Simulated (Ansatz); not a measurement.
Ru, 2 atoms in the cell. It takes space group P6_3/mmc (No. 194, hexagonal). The conventional cell has a = 2.706 Å, b = 2.706 Å, c = 4.282 Å, α = 90.00°, β = 90.00°, γ = 120.00°. Around Ru (site symmetry -6m2) lie 12 Ru at 2.65 to 2.71 Å. 

| Quantity | Value |
| --- | --- |
| Program | Ansatz 0.2.0 |
| Task | relaxation of cell and atoms |
| Functional | r2SCAN |
| Dispersion | rVV10 |
| Potentials or basis | Ansatz PAW |
| Cutoff | 500 eV (not typed: the program's choice for these potentials) |
| k mesh | 11 × 11 × 6 |
| Occupations | fermi-dirac, width 0.05 eV |
| Spin | no spin polarisation |

Potentials or basis: Ansatz PAW.

Command:

```sh
$ ansatz run input.yaml --threads 2 --pin off --max-ram 5632MiB --backend cpu --events-out ev --progress --plain --runs-dir out
```

Hardware: 2 threads of Arm Neoverse V2, with other jobs on the host.

Q: Estimate the wall time of this run.

A: It took 14 s on 2 threads of Arm Neoverse V2, with other jobs on the host, peak memory 0.43 GiB. Counts: scf iterations 31, plane waves 687, k points 64, bands 20, ion steps 5.
